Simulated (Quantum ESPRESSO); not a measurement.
# BP (F-43m) in Quantum ESPRESSO: a series of runs

The runs below take BP through phonons and Raman activities, phonons, with PBE, PBEsol.

All numbers are computed with Quantum ESPRESSO 7.5; they aren't measurements. Logs are shortened: lines on timing, memory, paths and dates and some standing lists are left out, and cuts for length are marked.

## Step 1: Starting point

It takes space group F-43m (No. 216, cubic). Conventional cell: a = 4.538 Å, b = 4.538 Å, c = 4.538 Å, α = 90.00°, β = 90.00°, γ = 90.00°. P (site symmetry -43m) is surrounded by 4 B at 1.97 Å. B (site symmetry -43m) is surrounded by 4 P at 1.97 Å.

## Step 2: Phonons and Raman activities, PBE

Input file pw.in:

```
&CONTROL
  calculation = 'scf'
  prefix = 'pwscf'
  outdir = './tmp'
  pseudo_dir = './pseudo'
  tprnfor = .true.
  tstress = .true.
  disk_io = 'low'
/
&SYSTEM
  ibrav = 0
  nat = 2
  ntyp = 2
  ecutwfc = 76
  nbnd = 9
  occupations = 'smearing'
  smearing = 'fd'
  degauss = 0.00367493
/
&ELECTRONS
  conv_thr = 4d-10
  electron_maxstep = 120
  mixing_beta = 0.5
/
ATOMIC_SPECIES
P     30.9738 P.upf
B     10.8100 B.upf
CELL_PARAMETERS angstrom
   0.0000000000    2.2690000000    2.2690000000
   2.2690000000    0.0000000000    2.2690000000
   2.2690000000    2.2690000000    0.0000000000
ATOMIC_POSITIONS crystal
P      0.7500000000    0.7500000000    0.7500000000
B      0.0000000000    0.0000000000    0.0000000000
K_POINTS automatic
6 6 6 1 1 1
```

Input file relax.in:

```
&CONTROL
  calculation = 'vc-relax'
  prefix = 'pwscf'
  outdir = './tmp'
  pseudo_dir = './pseudo'
  tprnfor = .true.
  tstress = .true.
  disk_io = 'low'
  nstep = 40
  forc_conv_thr = 0.0001
  etot_conv_thr = 1d-06
/
&SYSTEM
  ibrav = 0
  nat = 2
  ntyp = 2
  ecutwfc = 76
  nbnd = 9
  occupations = 'smearing'
  smearing = 'fd'
  degauss = 0.00367493
/
&ELECTRONS
  conv_thr = 4d-10
  electron_maxstep = 120
  mixing_beta = 0.5
/
&IONS
  ion_dynamics = 'bfgs'
/
&CELL
  cell_dynamics = 'bfgs'
  press = 0
  press_conv_thr = 0.2
/
ATOMIC_SPECIES
P     30.9738 P.upf
B     10.8100 B.upf
CELL_PARAMETERS angstrom
   0.0000000000    2.2690000000    2.2690000000
   2.2690000000    0.0000000000    2.2690000000
   2.2690000000    2.2690000000    0.0000000000
ATOMIC_POSITIONS crystal
P      0.7500000000    0.7500000000    0.7500000000
B      0.0000000000    0.0000000000    0.0000000000
K_POINTS automatic
6 6 6 1 1 1
```

Input file scf2.in:

```
&CONTROL
  calculation = 'scf'
  prefix = 'pwscf'
  outdir = './tmp'
  pseudo_dir = './pseudo'
  tprnfor = .true.
  tstress = .true.
  disk_io = 'low'
/
&SYSTEM
  ibrav = 0
  nat = 2
  ntyp = 2
  ecutwfc = 76
  nbnd = 9
  occupations = 'fixed'
/
&ELECTRONS
  conv_thr = 1d-13
  electron_maxstep = 120
  mixing_beta = 0.5
  startingpot = 'file'
  startingwfc = 'file'
/
ATOMIC_SPECIES
P     30.9738 P.upf
B     10.8100 B.upf
CELL_PARAMETERS angstrom
   0.0000000000    2.2735329205    2.2735329205
   2.2735329205    0.0000000000    2.2735329205
   2.2735329205    2.2735329205    0.0000000000
ATOMIC_POSITIONS crystal
P      0.7500000000    0.7500000000    0.7500000000
B      0.0000000000    0.0000000000    0.0000000000
K_POINTS automatic
6 6 6 1 1 1
```

Input file ph.in:

```
raman of BP
&INPUTPH
  prefix = 'pwscf'
  outdir = './tmp'
  tr2_ph = 1d-16
  fildyn = 'dyn'
  niter_ph = 60
  alpha_mix(1) = 0.7
  epsil = .true.
/
0.0000000000 0.0000000000 0.0000000000
```

Input file dynmat.in:

```
&INPUT
  fildyn = 'dyn'
  asr = 'crystal'
  lperm = .true.
  filout = 'dynmat.disp'
  fileig = 'dynmat.eig'
/
```

Input file dynmat_lo.in:

```
&INPUT
  fildyn = 'dyn'
  asr = 'crystal'
  filout = 'dynmat_lo.disp'
  fileig = 'dynmat_lo.eig'
  q(1) = 0
  q(2) = 0
  q(3) = 1
/
```

Input file scf_1x+.in:

```
&CONTROL
  calculation = 'scf'
  prefix = 'pwscf'
  outdir = './tmp'
  pseudo_dir = './pseudo'
  tprnfor = .true.
  disk_io = 'low'
/
&SYSTEM
  ibrav = 0
  nat = 2
  ntyp = 2
  ecutwfc = 76
  nbnd = 9
  occupations = 'fixed'
/
&ELECTRONS
  conv_thr = 1d-12
  electron_maxstep = 120
  mixing_beta = 0.5
/
ATOMIC_SPECIES
P     30.9738 P.upf
B     10.8100 B.upf
CELL_PARAMETERS angstrom
   0.0000000000    2.2735329205    2.2735329205
   2.2735329205    0.0000000000    2.2735329205
   2.2735329205    2.2735329205    0.0000000000
ATOMIC_POSITIONS crystal
P      0.7467011694    0.7532988306    0.7532988306
B      0.0000000000    0.0000000000    0.0000000000
K_POINTS automatic
6 6 6 1 1 1
```

Input file eps_1x+.in:

```
dielectric tensor, atom 1 moved
&INPUTPH
  prefix = 'pwscf'
  outdir = './tmp'
  tr2_ph = 1d-15
  epsil = .true.
  trans = .false.
  zeu = .false.
/
0.0 0.0 0.0
```

Input file scf_1x-.in:

```
&CONTROL
  calculation = 'scf'
  prefix = 'pwscf'
  outdir = './tmp'
  pseudo_dir = './pseudo'
  tprnfor = .true.
  disk_io = 'low'
/
&SYSTEM
  ibrav = 0
  nat = 2
  ntyp = 2
  ecutwfc = 76
  nbnd = 9
  occupations = 'fixed'
/
&ELECTRONS
  conv_thr = 1d-12
  electron_maxstep = 120
  mixing_beta = 0.5
/
ATOMIC_SPECIES
P     30.9738 P.upf
B     10.8100 B.upf
CELL_PARAMETERS angstrom
   0.0000000000    2.2735329205    2.2735329205
   2.2735329205    0.0000000000    2.2735329205
   2.2735329205    2.2735329205    0.0000000000
ATOMIC_POSITIONS crystal
P      0.7532988306    0.7467011694    0.7467011694
B      0.0000000000    0.0000000000    0.0000000000
K_POINTS automatic
6 6 6 1 1 1
```

Input file eps_1x-.in:

```
dielectric tensor, atom 1 moved
&INPUTPH
  prefix = 'pwscf'
  outdir = './tmp'
  tr2_ph = 1d-15
  epsil = .true.
  trans = .false.
  zeu = .false.
/
0.0 0.0 0.0
```

Potentials or basis: PseudoDojo 0.4.1 SR PBE standard.

Started as:

```sh
OMP_NUM_THREADS=1 pw.x -in pw.in > pw.out
OMP_NUM_THREADS=1 pw.x -in relax.in > relax.out
OMP_NUM_THREADS=1 pw.x -in scf2.in > scf2.out
OMP_NUM_THREADS=1 ph.x -in ph.in > ph.out
OMP_NUM_THREADS=1 dynmat.x -in dynmat.in > dynmat.out
OMP_NUM_THREADS=1 dynmat.x -in dynmat_lo.in > dynmat_lo.out
OMP_NUM_THREADS=1 pw.x -in scf_1x+.in > scf_1x+.out
OMP_NUM_THREADS=1 ph.x -in eps_1x+.in > eps_1x+.out
OMP_NUM_THREADS=1 pw.x -in scf_1x-.in > scf_1x-.out
OMP_NUM_THREADS=1 ph.x -in eps_1x-.in > eps_1x-.out
OMP_NUM_THREADS=1 pw.x -in scf_1y+.in > scf_1y+.out
OMP_NUM_THREADS=1 ph.x -in eps_1y+.in > eps_1y+.out
OMP_NUM_THREADS=1 pw.x -in scf_1y-.in > scf_1y-.out
OMP_NUM_THREADS=1 ph.x -in eps_1y-.in > eps_1y-.out
OMP_NUM_THREADS=1 pw.x -in scf_1z+.in > scf_1z+.out
OMP_NUM_THREADS=1 ph.x -in eps_1z+.in > eps_1z+.out
OMP_NUM_THREADS=1 pw.x -in scf_1z-.in > scf_1z-.out
OMP_NUM_THREADS=1 ph.x -in eps_1z-.in > eps_1z-.out
```

pw.out:

```text
This program is part of the open-source Quantum ESPRESSO suite
     for quantum simulation of materials; please cite
[... 9 lines left out ...]
     --------------------
     sticks:   dense  smooth     PW     G-vecs:    dense   smooth      PW
     Sum         769     769    241                14163    14163    2445

     Using Slab Decomposition

     bravais-lattice index     =            0
     lattice parameter (alat)  =       6.0638  a.u.
     unit-cell volume          =     157.6631 (a.u.)^3
     number of atoms/cell      =            2
     number of atomic types    =            2
     number of electrons       =         8.00
     number of Kohn-Sham states=            9
     kinetic-energy cutoff     =      76.0000  Ry
     charge density cutoff     =     304.0000  Ry
     scf convergence threshold =      4.0E-10
     mixing beta               =       0.5000
     number of iterations used =            8  plain     mixing
     Exchange-correlation= PBE
                           (   1   4   3   4   0   0   0)

     celldm(1)=   6.063849  celldm(2)=   0.000000  celldm(3)=   0.000000
     celldm(4)=   0.000000  celldm(5)=   0.000000  celldm(6)=   0.000000

     crystal axes: (cart. coord. in units of alat)
               a(1) = (   0.000000   0.707107   0.707107 )
               a(2) = (   0.707107   0.000000   0.707107 )
               a(3) = (   0.707107   0.707107   0.000000 )

     reciprocal axes: (cart. coord. in units 2 pi/alat)
               b(1) = ( -0.707107  0.707107  0.707107 )
               b(2) = (  0.707107 -0.707107  0.707107 )
               b(3) = (  0.707107  0.707107 -0.707107 )

     PseudoPot. # 1 for P  read from file:
     P.upf
     Pseudo is Norm-conserving + core correction, Zval =  5.0
     Generated using ONCVPSP code by D. R. Hamann
     Using radial grid of 1298 points,  6 beta functions with:
                l(1) =   0
                l(2) =   0
                l(3) =   1
                l(4) =   1
                l(5) =   2
                l(6) =   2

     PseudoPot. # 2 for B  read from file:
     B.upf
     Pseudo is Norm-conserving + core correction, Zval =  3.0
     Generated using ONCVPSP code by D. R. Hamann
     Using radial grid of 1534 points,  4 beta functions with:
                l(1) =   0
                l(2) =   0
                l(3) =   1
                l(4) =   1

     atomic species   valence    mass     pseudopotential
     P                 5.00    30.97380     P ( 1.00)
     B                 3.00    10.81000     B ( 1.00)

     24 Sym. Ops. (no inversion) found

   Cartesian axes

     site n.     atom                  positions (alat units)
         1        P      tau(   1) = (   1.0606602   1.0606602   1.0606602  )
         2        B      tau(   2) = (   0.0000000   0.0000000   0.0000000  )

     number of k points=    28  Fermi-Dirac smearing, width (Ry)=  0.0037
                       cart. coord. in units 2pi/alat
        k(    1) = (   0.0589256   0.0589256   0.0589256), wk =   0.0185185
        k(    2) = (   0.1767767   0.1767767  -0.0589256), wk =   0.0555556
        k(    3) = (   0.2946278   0.2946278  -0.1767767), wk =   0.0555556
        k(    4) = (  -0.2946278  -0.2946278   0.4124790), wk =   0.0555556
        k(    5) = (  -0.1767767  -0.1767767   0.2946278), wk =   0.0555556
        k(    6) = (  -0.0589256  -0.0589256   0.1767767), wk =   0.0555556
[... 20 lines left out ...]
        k(   27) = (   0.2946278   0.2946278   0.2946278), wk =   0.0185185
        k(   28) = (  -0.2946278  -0.2946278   0.8838835), wk =   0.0555556

     Dense  grid:    14163 G-vectors     FFT dimensions: (  36,  36,  36)

     Initial potential from superposition of free atoms

     starting charge       7.9996, renormalised to       8.0000
     Starting wfcs are    8 randomized atomic wfcs +    1 random wfcs

     Self-consistent Calculation

     iteration #  1     ecut=    76.00 Ry     beta= 0.50
     Davidson diagonalization with overlap
     ethr =  1.00E-02,  avg # of iterations =  5.9

     total energy              =     -19.77130026 Ry
     estimated scf accuracy    <       0.15775941 Ry

     iteration #  2     ecut=    76.00 Ry     beta= 0.50
     Davidson diagonalization with overlap
     ethr =  1.97E-03,  avg # of iterations =  1.3

     total energy              =     -19.79296516 Ry
     estimated scf accuracy    <       0.01085270 Ry

     iteration #  3     ecut=    76.00 Ry     beta= 0.50
     Davidson diagonalization with overlap
     ethr =  1.36E-04,  avg # of iterations =  3.2

     total energy              =     -19.79358149 Ry
     estimated scf accuracy    <       0.00185879 Ry

     iteration #  4     ecut=    76.00 Ry     beta= 0.50
     Davidson diagonalization with overlap
     ethr =  2.32E-05,  avg # of iterations =  2.8

     total energy              =     -19.79374764 Ry
     estimated scf accuracy    <       0.00003559 Ry

     iteration #  5     ecut=    76.00 Ry     beta= 0.50
     Davidson diagonalization with overlap
     ethr =  4.45E-07,  avg # of iterations =  4.2

     total energy              =     -19.79375915 Ry
     estimated scf accuracy    <       0.00001032 Ry

     iteration #  6     ecut=    76.00 Ry     beta= 0.50
     Davidson diagonalization with overlap
     ethr =  1.29E-07,  avg # of iterations =  1.1

     total energy              =     -19.79376057 Ry
     estimated scf accuracy    <       0.00000002 Ry

     iteration #  7     ecut=    76.00 Ry     beta= 0.50
     Davidson diagonalization with overlap
     ethr =  2.12E-10,  avg # of iterations =  4.1

     total energy              =     -19.79376063 Ry
     estimated scf accuracy    <       0.00000001 Ry

     iteration #  8     ecut=    76.00 Ry     beta= 0.50
     Davidson diagonalization with overlap
     ethr =  1.67E-10,  avg # of iterations =  1.4

     End of self-consistent calculation

          k = 0.0589 0.0589 0.0589 (  1789 PWs)   bands (ev):

    -6.0933   8.2811   9.0265   9.0265  12.9417  12.9417  12.9968  16.9675
    20.7815

          k = 0.1768 0.1768-0.0589 (  1773 PWs)   bands (ev):

    -5.4338   5.7508   7.3493   8.7114  13.4711  13.5916  14.3029  17.8304
    19.1777

          k = 0.2946 0.2946-0.1768 (  1768 PWs)   bands (ev):

    -3.8987   2.0245   6.7649   7.7810  13.4345  14.1574  14.4306  19.1483
    20.4862

          k =-0.2946-0.2946 0.4125 (  1762 PWs)   bands (ev):

    -2.8624   0.3968   6.8920   7.2324  13.1607  14.1581  14.4395  19.5021
    22.1727

          k =-0.1768-0.1768 0.2946 (  1772 PWs)   bands (ev):

    -4.4842   3.1836   7.3241   7.6060  13.0956  14.2267  14.8819  17.8344
    20.9737

          k =-0.0589-0.0589 0.1768 (  1773 PWs)   bands (ev):

    -5.7612   7.0455   8.0833   8.5275  12.4285  14.0087  14.2009  17.1473
    19.6596

          k = 0.2946 0.0589 0.0589 (  1779 PWs)   bands (ev):

    -5.1044   5.7299   7.0290   7.2505  11.7665  15.3821  15.7584  15.8653
    20.7084

          k = 0.4125 0.1768-0.0589 (  1756 PWs)   bands (ev):

    -3.8489   3.3973   5.3358   6.5386  12.3901  14.9015  15.9317  17.4786
    21.9123

          k =-0.1768-0.4125 0.5303 (  1767 PWs)   bands (ev):

    -2.2768   0.8943   4.6728   6.1468  12.8629  15.1401  17.5022  18.0905
    20.5953

          k =-0.0589-0.2946 0.4125 (  1768 PWs)   bands (ev):

    -3.2897   2.4100   4.4657   6.8819  13.5805  14.6462  16.8831  17.4377
    20.7860

          k = 0.0589-0.1768 0.2946 (  1766 PWs)   bands (ev):

    -4.7884   4.5115   6.3040   7.8931  12.9562  14.6520  15.5665  16.5382
    20.1413

          k = 0.5303 0.0589 0.0589 (  1750 PWs)   bands (ev):

    -2.9209   2.6306   5.0935   5.5461  10.8711  12.3490  19.3447  19.3681
    23.4828

          k =-0.0589-0.5303 0.6482 (  1754 PWs)   bands (ev):

    -1.5036   1.1629   3.8643   4.9813  11.7404  13.3011  18.9501  20.4064
    22.0380

          k = 0.0589-0.4125 0.5303 (  1758 PWs)   bands (ev):

    -1.7890   1.2528   3.2914   5.7708  12.5780  16.4200  17.7497  18.6366
    19.5900

          k = 0.1768-0.2946 0.4125 (  1766 PWs)   bands (ev):

    -3.0999   1.2051   5.9128   7.0042  13.3143  14.2060  15.7435  18.6279
    21.4365

          k =-0.6482 0.0589 0.0589 (  1748 PWs)   bands (ev):

    -1.6410   1.0602   4.6931   5.2356  10.7773  11.6124  20.7173  20.8342
    23.7741

          k =-0.5303 0.1768-0.0589 (  1760 PWs)   bands (ev):

    -2.6759   2.2937   4.4463   5.4544  11.9639  13.8336  17.4012  19.3537
    22.6688

          k =-0.4125 0.0589 0.0589 (  1758 PWs)   bands (ev):

    -4.1419   4.2971   5.9535   6.1548  11.2088  13.6592  17.5387  17.6222
    22.2854

          k = 0.1768 0.1768 0.1768 (  1778 PWs)   bands (ev):

    -5.1131   4.3978   8.1239   8.1239  13.2396  14.0051  14.0051  18.8423
    20.1605

          k = 0.2946 0.2946 0.0589 (  1766 PWs)   bands (ev):

    -4.1707   3.3566   5.3226   7.8764  13.6265  14.6163  15.4790  17.9565
    18.9910

          k =-0.2946-0.2946 0.6482 (  1771 PWs)   bands (ev):

    -2.5404   1.6419   3.7212   6.7451  12.5179  16.4144  17.2198  19.0841
    20.0907

          k =-0.1768-0.1768 0.5303 (  1762 PWs)   bands (ev):

    -2.4971   1.5448   4.4679   6.0532  11.7810  15.6682  17.3763  17.5675
    22.3721

          k = 0.4125 0.1768 0.1768 (  1763 PWs)   bands (ev):

    -3.5815   2.2230   6.1394   6.5898  12.3993  15.6834  16.0218  16.5818
    22.1587

          k =-0.1768-0.4125 0.7660 (  1759 PWs)   bands (ev):

    -2.2451   1.7063   3.8174   5.4710  13.6939  15.0035  16.2906  19.3203
    20.4240

          k =-0.0589-0.2946 0.6482 (  1759 PWs)   bands (ev):

    -1.3453   1.2475   3.3836   4.4937  13.5991  15.4392  16.7228  18.3845
    21.3513

          k =-0.7660 0.1768 0.1768 (  1753 PWs)   bands (ev):

    -1.5406   1.1456   3.2171   5.7734  11.4414  15.2893  18.6809  19.3109
    21.3161

          k = 0.2946 0.2946 0.2946 (  1760 PWs)   bands (ev):

    -3.4072   0.9483   7.5557   7.5557  13.0495  14.0119  14.0119  19.4031
    22.5997

          k =-0.2946-0.2946 0.8839 (  1763 PWs)   bands (ev):

    -2.5679   0.6675   5.3389   6.9259  12.7957  15.3589  15.5377  19.6326
    21.1484

     the Fermi energy is     9.8879 ev

!    total energy              =     -19.79376063 Ry
     estimated scf accuracy    <          3.8E-10 Ry
     smearing contrib. (-TS)   =      -0.00000000 Ry
     internal energy E=F+TS    =     -19.79376063 Ry

     The total energy is F=E-TS. E is the sum of the following terms:
     one-electron contribution =       6.57260299 Ry
     hartree contribution      =       1.26120221 Ry
     xc contribution           =      -6.64432629 Ry
     ewald contribution        =     -20.98323954 Ry

     convergence has been achieved in   8 iterations

     Forces acting on atoms (cartesian axes, Ry/au):

     atom    1 type  1   force =    -0.00000000    0.00000000    0.00000000
     atom    2 type  2   force =     0.00000000   -0.00000000   -0.00000000

     Total force =     0.000000     Total SCF correction =     0.000000

     Computing stress (Cartesian axis) and pressure

          total   stress  (Ry/bohr**3)                   (kbar)     P=        9.81
   0.00006665  -0.00000000  -0.00000000            9.81       -0.00       -0.00
  -0.00000000   0.00006665  -0.00000000           -0.00        9.81       -0.00
  -0.00000000  -0.00000000   0.00006665           -0.00       -0.00        9.81

=------------------------------------------------------------------------------=
   JOB DONE.
=------------------------------------------------------------------------------=
```

Run time: 22 min. Hardware: 1 thread of Arm Neoverse V1, shared host; peak memory 0.07 GiB.

Results:

```yaml
Free_energy: -269.3083 eV
Relaxed_volume: 11.75 Å³/atom
Relaxed_cell: a = 3.215 Å, b = 3.215 Å, c = 3.215 Å, α = 60.00°, β = 60.00°, γ = 60.00°
Space_group_after_relaxing_to_0.05_Å: F-43m (No. 216)
Pressure_after_relaxing: 0.0 GPa
Electronic_dielectric_tensor_diagonal: 9.12
Born_charges_mean_of_the_diagonal: P +0.50; B -0.50 e
Highest_phonon_frequency_at_Γ_LO-TO_splitting_left_out: 800 cm⁻¹
Static_dielectric_tensor_diagonal: 9.22
```

The path:
| step | energy change (eV) | largest force (eV/Å) | pressure (GPa) | volume (Å³) |
| --- | --- | --- | --- | --- |
| 1 | 0.0000 | 0.0000 | 0.98 | 23.36 |
| 2 | -0.0004 | 0.0000 | 0.16 | 23.48 |
| 3 | -0.0004 | 0.0000 | 0.00 | 23.50 |

Final structure:
```
P B
1.0
     0.00000    2.27353    2.27353
     2.27353    0.00000    2.27353
     2.27353    2.27353    0.00000
P B
1 1
Direct
  0.75000 0.75000 0.75000
  0.00000 0.00000 0.00000
```

Phonon frequencies in cm⁻¹ (negative: imaginary):
```tsv
q point	frequencies
(0.000, 0.000, 0.000)	0 0 0 800 800 800
```

Electronic dielectric tensor:
```
9.12 0.00 0.00
0.00 9.12 0.00
0.00 0.00 9.12
```

Born effective charge tensors (e):
atom 1, P
```
0.50 0.00 0.00
0.00 0.50 0.00
0.00 0.00 0.50
```
atom 2, B
```
-0.50  0.00  0.00
 0.00 -0.50  0.00
 0.00  0.00 -0.50
```

Optical modes at Γ, degenerate ones joined, polar ones without the macroscopic field:
| cm⁻¹ | components | symmetry | active in | IR intensity, summed ((D/Å)²/amu) |
| --- | --- | --- | --- | --- |
| 800 | 3 | T2 | IR and Raman | 2.17 |

Zone-centre frequencies without and with the macroscopic field along z (cm⁻¹):
```csv
,optical modes in rising order
without,800 800 800
with the field,800 800 804
```

Static dielectric tensor, electrons and zone-centre modes:
```
9.22 0.00 0.00
0.00 9.22 0.00
0.00 0.00 9.22
```

Non-resonant Raman activities from finite differences of the dielectric tensor, degenerate modes summed:
```
cm⁻¹  modes  symmetry  activity (Å⁴/amu)
 800      3        T2              887.0
```

Volume times the derivative of the susceptibility by an atom's move (Å²), components over 0.05:
```csv
atom,move,component,value
1 P,x,yz,-10.62
1 P,y,xz,-10.62
1 P,z,xy,-10.62
2 B,x,yz,10.62
2 B,y,xz,10.62
2 B,z,xy,10.62
```

(Continued in part 2 of 3.)
